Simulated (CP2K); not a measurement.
**ZrB2 in CP2K: convergence with eps scf**

Input of the first run (eps scf 1.0E-3); the others differ in this setting and in those tied to it:

The input zrb2_converge.inp:

```
&GLOBAL
  PROJECT zrb2_converge
  RUN_TYPE ENERGY_FORCE
  PRINT_LEVEL LOW
&END GLOBAL
&FORCE_EVAL
  METHOD QS
  STRESS_TENSOR ANALYTICAL
  &DFT
    BASIS_SET_FILE_NAME BASIS_MOLOPT_UZH
    POTENTIAL_FILE_NAME POTENTIAL_UZH
    &MGRID
      CUTOFF 700
      REL_CUTOFF 60
      NGRIDS 5
    &END MGRID
    &QS
      METHOD GPW
      EPS_DEFAULT 1.0E-9
    &END QS
    &KPOINTS
      SCHEME MONKHORST-PACK 7 7 6
      GAMMA_CENTERED T
      SYMMETRY T
      SYMMETRY_BACKEND SPGLIB
    &END KPOINTS
    &SCF
      SCF_GUESS ATOMIC
      EPS_SCF 1.0E-3
      MAX_SCF 100
      ADDED_MOS 15
      CHOLESKY OFF
      EPS_EIGVAL 1.0E-7
      &DIAGONALIZATION ON
        ALGORITHM STANDARD
      &END DIAGONALIZATION
      &MIXING ON
        METHOD BROYDEN_MIXING
        ALPHA 0.4
        BETA 1.5
        NBUFFER 8
      &END MIXING
      &SMEAR ON
        METHOD FERMI_DIRAC
        ELECTRONIC_TEMPERATURE [K] 580.226
      &END SMEAR
    &END SCF
    &XC
      &XC_FUNCTIONAL
        &MGGA_X_R2SCAN
        &END MGGA_X_R2SCAN
        &MGGA_C_R2SCAN
        &END MGGA_C_R2SCAN
      &END XC_FUNCTIONAL
    &END XC
    &PRINT
      &KPOINTS ON
      &END KPOINTS
      &MULLIKEN ON
      &END MULLIKEN
      &MO ON
        ENERGIES T
        OCCUPATION_NUMBERS T
        &EACH
          QS_SCF 0
        &END EACH
        ADD_LAST NUMERIC
      &END MO
    &END PRINT
  &END DFT
  &SUBSYS
    &CELL
      A 3.1700000000 0.0000000000 0.0000000000
      B -1.5850000000 2.7453005300 0.0000000000
      C 0.0000000000 0.0000000000 3.5330000000
      PERIODIC XYZ
    &END CELL
    &COORD
      Zr  0.0000000000 0.0000000000 0.0000000000
      B   1.5850000002 0.9151001766 1.7665000000
      B   -0.0000000002 1.8302003534 1.7665000000
    &END COORD
    &KIND Zr
      BASIS_SET TZVP-MOLOPT-SCAN-GTH-q12
      POTENTIAL GTH-SCAN-q12
    &END KIND
    &KIND B
      BASIS_SET TZVP-MOLOPT-SCAN-GTH-q3
      POTENTIAL GTH-SCAN-q3
    &END KIND
    &PRINT
      &ATOMIC_COORDINATES ON
      &END ATOMIC_COORDINATES
      &CELL ON
      &END CELL
    &END PRINT
  &END SUBSYS
  &PRINT
    &FORCES ON
    &END FORCES
    &STRESS_TENSOR ON
    &END STRESS_TENSOR
  &END PRINT
&END FORCE_EVAL
```

Potentials or basis: POTENTIAL_UZH Zr GTH-SCAN-q12, B GTH-SCAN-q3; TZVP-MOLOPT-SCAN-GTH basis.

Launch:

```console
$ OMP_NUM_THREADS=1 cp2k.psmp -i zrb2_converge.inp -o zrb2_converge.out
```

Hardware: 1 thread of Arm Neoverse V2, with other jobs on the host.

| eps scf | energy less the tightest run, at zero smearing (meV/atom) | SCF cycles | CPU time (s) | peak memory (GiB) |
| --- | --- | --- | --- | --- |
| 1.0E-3 | 0.00 | 8 | 150 | 0.42 |
| 1.0E-4 | 0.00 | 10 | 180 | 0.42 |
| 1.0E-5 | 0.00 | 15 | 240 | 0.42 |
| 1.0E-6 | 0.00 | 22 | 310 | 0.42 |
| 1.0E-7 | 0.00 | 25 | 360 | 0.42 |
| 1.0E-8 | 0.00 | 25 | 360 | 0.42 |

Against the tightest run, the energy stays within 1 meV/atom from 1.0E-3 on. The tightest run that finished is the yardstick and may itself not be fully converged.
